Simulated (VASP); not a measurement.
# BaF2 (Frankdicksonite) (Fm-3m) in VASP: settings compared

Aim: see how the results for BaF2 (Frankdicksonite) move with the level of theory and the settings. Levels: PBE, PBEsol, LDA. Tasks: relaxation of cell and atoms.

Program: VASP 6.6.1. These are calculated values, not measurements. Logs are shortened: lines on timing, memory, paths and dates and some standing lists are left out, and cuts for length are marked.

### Step 1. Starting point

The structure is cubic, space group Fm-3m (No. 225). Conventional cell: a = 6.200 Å, b = 6.200 Å, c = 6.200 Å, α = 90.00°, β = 90.00°, γ = 90.00°. Ba (site symmetry m-3m) is surrounded by 8 F at 2.68 Å. F (site symmetry -43m) is surrounded by 4 Ba at 2.68 Å.

### Step 2. Relaxation of cell and atoms, PBE

Contents of INCAR:

```
SYSTEM = BaF2
PREC = Accurate
ENCUT = 300
EDIFF = 1E-6
ISMEAR = 0
SIGMA = 0.03
LREAL = .FALSE.
LASPH = .TRUE.
NELM = 80
ALGO = Normal
ISIF = 3
LWAVE = .FALSE.
LCHARG = .FALSE.
GGA = PE
IBRION = 2
NSW = 90
EDIFFG = -0.01
```

Contents of KPOINTS:

```
regular mesh
0
G
  4 4 4
  0 0 0
```

Contents of POSCAR:

```
BaF2
1.0
    0.0000000000      3.1000500000      3.1000500000
    3.1000500000      0.0000000000      3.1000500000
    3.1000500000      3.1000500000      0.0000000000
Ba F
1 2
Direct
    0.0000000000      0.0000000000      0.0000000000
    0.2500000000      0.2500000000      0.2500000000
    0.7500000000      0.7500000000      0.7500000000
```

Potentials or basis: VASP PAW PBE potentials, release 64 (Ba_sv, F_s).

Launch:

```sh
$ cat potpaw_PBE.64/Ba_sv/POTCAR potpaw_PBE.64/F_s/POTCAR > POTCAR
$ mpirun -np 1 vasp_std > vasp.out
```

OUTCAR:

```text
SYSTEM = BaF2
   PREC = Accurate
   ENCUT = 300
   EDIFF = 1E-6
   ISMEAR = 0
   LREAL = .FALSE.
   LASPH = .TRUE.
   NELM = 80
   ISIF = 3
   GGA = PE
   IBRION = 2
   NSW = 90
   EDIFFG = -0.01

 ion  position               nearest neighbor table
   1  0.000  0.000  0.000-   3 2.68   3 2.68   2 2.68   3 2.68   2 2.68   2 2.68   3 2.68   2 2.68

   2  0.250  0.250  0.250-   1 2.68   1 2.68   1 2.68   1 2.68
   3  0.750  0.750  0.750-   1 2.68   1 2.68   1 2.68   1 2.68

  LATTYP: Found a face centered cubic cell.
 ALAT       =     6.2001000000

  Lattice vectors:

 A1 = (   0.0000000000,   3.1000500000,   3.1000500000)
 A2 = (   3.1000500000,   0.0000000000,   3.1000500000)
 A3 = (   3.1000500000,   3.1000500000,   0.0000000000)

Analysis of symmetry for initial positions (statically):
=====================================================================
 Subroutine PRICEL returns:
 Original cell was already a primitive cell.

 Routine SETGRP: Setting up the symmetry group for a
 face centered cubic supercell.

 Subroutine GETGRP returns: Found 48 space group operations
 (whereof 48 operations were pure point group operations)
 out of a pool of 48 trial point group operations.

The static configuration has the point symmetry O_h .

Analysis of symmetry for dynamics (positions and initial velocities):
=====================================================================
 Subroutine PRICEL returns:
 Original cell was already a primitive cell.

 Routine SETGRP: Setting up the symmetry group for a
 face centered cubic supercell.

 Subroutine GETGRP returns: Found 48 space group operations
 (whereof 48 operations were pure point group operations)
 out of a pool of 48 trial point group operations.

The dynamic configuration has the point symmetry O_h .

 Subroutine INISYM returns: Found 48 space group operations
 (whereof 48 operations are pure point group operations),
 and found     1 'primitive' translations

----------------------------------------------------------------------------------------

                                     Primitive cell

  volume of cell :      59.5849

  direct lattice vectors                    reciprocal lattice vectors
     0.000000000  3.100050000  3.100050000    -0.161287721  0.161287721  0.161287721
     3.100050000  0.000000000  3.100050000     0.161287721 -0.161287721  0.161287721
     3.100050000  3.100050000  0.000000000     0.161287721  0.161287721 -0.161287721

  length of vectors
     4.384132754  4.384132754  4.384132754     0.279358528  0.279358528  0.279358528

  position of ions in fractional coordinates (direct lattice)
     0.000000000  0.000000000  0.000000000
     0.250000000  0.250000000  0.250000000
     0.750000000  0.750000000  0.750000000

  ion indices of the primitive-cell ions
   primitive index   ion index
                 1           1
                 2           2
                 3           3

----------------------------------------------------------------------------------------

 KPOINTS: regular mesh

Automatic generation of k-mesh.
 Grid dimensions read from file:
 generate k-points for:    4    4    4

 Generating k-lattice:

  Cartesian coordinates                     Fractional coordinates (reciprocal lattice)
    -0.040321930  0.040321930  0.040321930     0.250000000  0.000000000  0.000000000
     0.040321930 -0.040321930  0.040321930     0.000000000  0.250000000  0.000000000
     0.040321930  0.040321930 -0.040321930     0.000000000  0.000000000  0.250000000

  Length of vectors
     0.069839632  0.069839632  0.069839632

  Shift w.r.t. Gamma in fractional coordinates (k-lattice)
     0.000000000  0.000000000  0.000000000

 Subroutine IBZKPT returns following result:
 ===========================================

 Found      8 irreducible k-points:

 Following reciprocal coordinates:
            Coordinates               Weight
  0.000000  0.000000  0.000000      1.000000
  0.250000  0.000000  0.000000      8.000000
  0.500000  0.000000  0.000000      4.000000
  0.250000  0.250000  0.000000      6.000000
  0.500000  0.250000  0.000000     24.000000
 -0.250000  0.250000  0.000000     12.000000
  0.500000  0.500000  0.000000      3.000000
 -0.250000  0.500000  0.250000      6.000000
   k-points           NKPTS =      8   k-points in BZ     NKDIM =      8   number of bands    NBANDS=     16
   number of dos      NEDOS =    301   number of ions     NIONS =      3
   total plane-waves  NPLWV =  21952
   dimension x,y,z NGX =    28 NGY =   28 NGZ =   28
   dimension x,y,z NGXF=    56 NGYF=   56 NGZF=   56
   ions per type =               1   2
   NGX,Y,Z   is equivalent  to a cutoff of  10.62, 10.62, 10.62 a.u.
   NGXF,Y,Z  is equivalent  to a cutoff of  21.24, 21.24, 21.24 a.u.
 SYSTEM =  BaF2
   PREC   = accura    normal or accurate (medium, high low for compatibility)
   ISTART =      0    job   : 0-new  1-cont  2-samecut
   ICHARG =      2    charge: 1-file 2-atom 10-const
   ISPIN  =      1    spin polarized calculation?
   LNONCOLLINEAR =      F non collinear calculations
   LSORBIT =      F    spin-orbit coupling
   LASPH  =      T    aspherical Exc in radial PAW
   ENCUT  =  300.0 eV  22.05 Ry    4.70 a.u.   6.19  6.19  6.19*2*pi/ulx,y,z
   NELM   =     80;   NELMIN=  2; NELMDL= -5     # of ELM steps
   EDIFF  = 0.1E-05   stopping-criterion for ELM
   LREAL  =      F    real-space projection
   EDIFFG = -.1E-01   stopping-criterion for IOM
   NSW    =     90    number of steps for IOM
   IBRION =      2    ionic relax: 0-MD 1-quasi-New 2-CG
   NFREE  =      1    steps in history (QN), initial steepest desc. (CG)
   ISIF   =      3    stress and relaxation
   ISYM   =      2    0-nonsym 1-usesym 2-fastsym
   POTIM  = 0.5000    time-step for ionic-motion
   TEBEG  =    0.0;   TEEND  =   0.0 temperature during run
   PSTRESS=    0.0 pullay stress
   NELECT =      24.0000    total number of electrons
   NUPDOWN=      -1.0000    fix difference up-down
   EMIN   =  10.00;   EMAX   =-10.00  energy-range for DOS
   EFERMI =   0.00;   METHOD = LEGACY
   ISMEAR =     0;   SIGMA  =   0.03  broadening in eV -4-tet -1-fermi 0-gaus
   EFERMI_NEDOS =   21; number of points for ismear=-14 and -15
   IALGO  =     38    algorithm
   IMIX   =      4    mixing-type and parameters
     AMIX     =   0.40;   BMIX     =  1.00
     AMIX_MAG =   1.60;   BMIX_MAG =  1.00
  volume/ion in A,a.u.               =      19.86       134.03
  Fermi-wavevector in a.u.,A,eV,Ry     =   1.209019  2.284715 19.888011  1.461728
  Thomas-Fermi vector in A             =   2.344609
   LORBIT       =      0    0 simple, 1 ext, 2 COOP (PROOUT), +10 PAW based schemes
   GGA     = PE    functional components
   LHFCALC =     F    Hartree Fock is set to
   AEXX    =    0.0000 exact exchange contribution
   IVDW    =     0    specifies the selected vdW correction
   LEPSILON=     F    determine dielectric tensor
   LRPA    =     F    only Hartree local field effects (RPA)
 conjugate gradient relaxation of ions
 non-spin polarized calculation
 Gauss-broadening in eV      SIGMA  =   0.03
  energy-cutoff  :      300.00
  volume of cell :       59.58
 maximum number of plane-waves:       725
 NGX is ok and might be reduce to    28
   NGX = 13   NGY = 13   NGZ = 13

--------------------------------------- Ionic step        1  -------------------------------------------

 number of electron      23.9999940 magnetization

 Free energy of the ion-electron system (eV)
  ---------------------------------------------------
  ext. energy  EPLUGINS =         0.00000000
  ---------------------------------------------------
  free energy    TOTEN  =       -17.10878074 eV

  energy without entropy =      -17.10878074  energy(sigma->0) =      -17.10878074

------------------------ aborting loop because EDIFF is reached ----------------------------------------

  FORCE on cell =-STRESS in cart. coord.  units (eV):
  Direction    XX          YY          ZZ          XY          YZ          ZX
  --------------------------------------------------------------------------------------
  -------------------------------------------------------------------------------------
  Total        0.2214630      0.2214630      0.2214630      0.0000000      0.0000000     -0.0000000
  in kB        5.9549169      5.9549169      5.9549169      0.0000000      0.0000000     -0.0000000
  external PRESSURE =       5.9549169 kB  Pullay stress =       0.0000000 kB

 VOLUME and BASIS-vectors are now :
 -----------------------------------------------------------------------------
  energy-cutoff  :      300.00
  volume of cell :       59.58
      direct lattice vectors                 reciprocal lattice vectors
     0.000000000  3.100050000  3.100050000    -0.161287721  0.161287721  0.161287721
     3.100050000  0.000000000  3.100050000     0.161287721 -0.161287721  0.161287721
     3.100050000  3.100050000  0.000000000     0.161287721  0.161287721 -0.161287721

 POSITION                                       TOTAL-FORCE (eV/Angst)
 -----------------------------------------------------------------------------------
      0.00000      0.00000      0.00000        -0.000000     -0.000000     -0.000000
      1.55002      1.55002      1.55002        -0.000000     -0.000000     -0.000000
      4.65008      4.65008      4.65008         0.000000      0.000000      0.000000
 -----------------------------------------------------------------------------------
    total drift:                                0.000000      0.000000      0.000000

  FREE ENERGIE OF THE ION-ELECTRON SYSTEM (eV)
  ---------------------------------------------------
  free  energy   TOTEN  =       -17.1087807441 eV
[... 17 lines left out ...]
 VOLUME and BASIS-vectors are now :
 -----------------------------------------------------------------------------
  energy-cutoff  :      300.00
  volume of cell :       60.22
      direct lattice vectors                 reciprocal lattice vectors
     0.000000000  3.111090274  3.111090274    -0.160715362  0.160715362  0.160715362
     3.111090274 -0.000000000  3.111090274     0.160715362 -0.160715362  0.160715362
     3.111090274  3.111090274 -0.000000000     0.160715362  0.160715362 -0.160715362

 POSITION                                       TOTAL-FORCE (eV/Angst)
 -----------------------------------------------------------------------------------
      3.11109      6.22218      3.11109         0.000000      0.000000     -0.000000
      1.55555      1.55555      1.55555         0.000000      0.000000      0.000000
      4.66664      4.66664      4.66664        -0.000000     -0.000000     -0.000000
 -----------------------------------------------------------------------------------
    total drift:                                0.000000      0.000000      0.000000

  FREE ENERGIE OF THE ION-ELECTRON SYSTEM (eV)
  ---------------------------------------------------
  free  energy   TOTEN  =       -17.1094294021 eV

  energy  without entropy=      -17.1094294021  energy(sigma->0) =      -17.10942940

--------------------------------------- Ionic step        3  -------------------------------------------

 number of electron      23.9999943 magnetization

 Free energy of the ion-electron system (eV)
  ---------------------------------------------------
  ext. energy  EPLUGINS =         0.00000000
  ---------------------------------------------------
  free energy    TOTEN  =       -17.10959406 eV

  energy without entropy =      -17.10959406  energy(sigma->0) =      -17.10959406

 E-fermi :  -1.7626     XC(G=0):  -8.6687

 val. band max:       -1.9597101570   @ k =  -0.2500   0.2500   0.0000
 cond. band min:       4.7736574223   @ k =   0.0000   0.0000   0.0000
 fundamental gap:      6.7333675793
 Fermi energy:        -1.7626319851

 k-point     1 :       0.0000    0.0000    0.0000
  band No.  band energies     occupation
      1     -25.0757      2.00000
      2     -20.8676      2.00000
      3     -20.8291      2.00000
      4      -9.9195      2.00000
      5      -9.9195      2.00000
      6      -9.9195      2.00000
[... 8 lines left out ...]
     15       7.2015      0.00000
     16       9.3723      0.00000

 k-point     2 :       0.2500    0.0000    0.0000
  band No.  band energies     occupation
      1     -24.9777      2.00000
      2     -20.9610      2.00000
      3     -20.9016      2.00000
      4     -10.0062      2.00000
      5      -9.9982      2.00000
      6      -9.9982      2.00000
[... 8 lines left out ...]
     15       7.1803      0.00000
     16       8.7744      0.00000
[... 125 lines left out ...]
 VOLUME and BASIS-vectors are now :
 -----------------------------------------------------------------------------
  energy-cutoff  :      300.00
  volume of cell :       60.02
      direct lattice vectors                 reciprocal lattice vectors
     0.000000000  3.107657592  3.107657592    -0.160892886  0.160892886  0.160892886
     3.107657592 -0.000000000  3.107657592     0.160892886 -0.160892886  0.160892886
     3.107657592  3.107657592 -0.000000000     0.160892886  0.160892886 -0.160892886

 POSITION                                       TOTAL-FORCE (eV/Angst)
 -----------------------------------------------------------------------------------
      0.00000     -0.00000      0.00000         0.000000     -0.000000     -0.000000
      1.55383      1.55383      1.55383        -0.000000     -0.000000     -0.000000
      4.66149      4.66149      4.66149        -0.000000      0.000000      0.000000
 -----------------------------------------------------------------------------------
    total drift:                                0.000000      0.000000      0.000000

  FREE ENERGIE OF THE ION-ELECTRON SYSTEM (eV)
  ---------------------------------------------------
  free  energy   TOTEN  =       -17.1095940637 eV

  energy  without entropy=      -17.1095940637  energy(sigma->0) =      -17.10959406

 reached required accuracy - stopping structural energy minimisation
```

It took 21 s on 1 thread of Intel Xeon Platinum 8175M at 2.50GHz (Skylake/Cascade Lake), shared host; peak memory 0.15 GiB.

The run converged, but some of its settings lie outside the range that counts as converged, so its numbers aren't taken as properties of the crystal.

What came out:

| Item | Value |
| --- | --- |
| Free energy | -17.1096 eV |
| Relaxed volume | 20.01 Å³/atom |
| Relaxed cell | a = 4.395 Å, b = 4.395 Å, c = 4.395 Å, α = 60.00°, β = 60.00°, γ = 60.00° |
| Space group after relaxing (to 0.05 Å) | Fm-3m (No. 225) |
| Energy gained by relaxing | 0.3 meV/atom |
| Ionic steps | 3 |
| Band gap on the k mesh | 6.73 eV, indirect (least direct gap 6.81 eV) |

Caveat: the k mesh is coarse (spacing up to 0.44 Å⁻¹), so the values aren't converged; the cutoff is under 1.25 times the usual one of these potentials, so pressure, stress and relaxed cells hold a basis-set (Pulay) error; spin-orbit coupling is left out, which moves the levels of the heavy elements.

(Part 1 of 2 ends here.)
